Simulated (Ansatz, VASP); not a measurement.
**One calculation of Ti, two programs**

```
Ti
1.0
    -1.77078    1.77078    1.77078
     1.77078   -1.77078    1.77078
     1.77078    1.77078   -1.77078
Ti
1
Direct
  0.00000 0.00000 0.00000
```

Alike in both runs: task single point; functional PBE; k mesh 16 × 16 × 16; occupations gaussian, width 0.1 eV; no spin polarisation.

|  | VASP | Ansatz |
| --- | --- | --- |
| version | VASP 6.6.1 | Ansatz 0.2.0 |
| potentials or method | VASP PAW PBE potentials, release 64 (Ti_sv) | scalar-relativistic, plane waves, PAW |
| plane-wave cutoff (eV) | 520 | 420 |
| valence electrons in the cell | 12 | 12 |

|  | VASP | Ansatz | Ansatz less VASP |
| --- | --- | --- | --- |
| gap on the k mesh at the Fermi level (eV) | none | none | - |
| pressure (GPa) | -17.1 | -17.1 | +0.02 |

A gap of «none» marks a metal or a gap that the smearing closes.

Caveats: so large a pressure means that the cell lies far from this level's equilibrium, or that cutoff or potentials fall short (VASP).
